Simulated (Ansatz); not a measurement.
**How far is PAW off for HgSe?**

```
CELL_PARAMETERS angstrom
0.00000 3.03600 3.03600
3.03600 0.00000 3.03600
3.03600 3.03600 0.00000
ATOMIC_POSITIONS crystal
Hg 0.00000 0.00000 0.00000
Se 0.75000 0.75000 0.75000
```

Atom numbers follow the list: Hg1, Se2.

The cell is COD entry 1538962, as deposited and not checked against the literature; nothing was relaxed.

No spin–orbit coupling, which matters for the heavy atoms here.

Levels of theory: DFT, PBEsol, PAW with Ansatz's default frozen-core files, scalar-relativistic (Ansatz 0.2.0); DFT, PBEsol, all-electron LAPW, scalar-relativistic (Ansatz 0.2.0).

For PAW: a Γ-centred 9×9×9 k mesh, Fermi–Dirac smearing of 0.02 eV, cutoff 420 eV, no spin polarisation; the PAW files were made with PBE, and the program remakes their frozen cores for this functional. LAPW targets a basis error of 0.25 meV/atom. The Ansatz runs share mesh, smearing and spin set-up. Plane-wave (PAW) pressures include the program's estimate of the Pulay term.

Stress and pressure are positive in compression.

Levels count from the Fermi level.

```csv
quantity,PAW,LAPW
pressure (GPa),1.67,1.68
highest filled level at X (eV),-2.361,-2.361
lowest empty level at X (eV),2.721,2.721
highest filled level at W (eV),-2.480,-2.480
lowest empty level at W (eV),3.595,3.595
highest filled level at L (eV),-1.007,-1.007
lowest empty level at L (eV),1.023,1.023
```
